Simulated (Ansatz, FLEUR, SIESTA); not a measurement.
V: programs and potentials compared

```
CELL_PARAMETERS angstrom
2.60429 0.00000 0.00000
-1.30215 2.25538 0.00000
0.00000 0.00000 4.72334
ATOMIC_POSITIONS crystal
V 0.33333 0.66667 0.25000
V 0.66667 0.33333 0.75000
```

This isn't the form of V at room conditions, which is bcc.

Alike in all runs: task band structure; functional LDA; k mesh 12 × 12 × 6; occupations fermi-dirac, width 0.05 eV; collinear spin, ferromagnetic start; no spin-orbit coupling. LDA stands for any of its common fits. Pressure is positive in compression and, in plane waves, holds the error of the finite cutoff.

```tsv
program and potentials	plane-wave cutoff (eV)	notes	pressure (GPa)	net moment per atom (μB)
SIESTA, files PseudoDojo sr-lda-0.4.1-standard, DZP (energy shift 0.003 Ry; two zetas on semicore shells)	-	atomic basis	-11.83	0.00
Ansatz, all-electron LAPW, scalar-relativistic	-	-	?	?
FLEUR, all-electron, FLAPW	-	-	-	0.00
```

Estimate from the other rows what the run with Ansatz, all-electron LAPW, scalar-relativistic gave.

Pressure -12.88 GPa; net moment per atom 0.00 μB. The other rows, which needn't bracket it: pressure -11.83; net moment per atom 0.00.
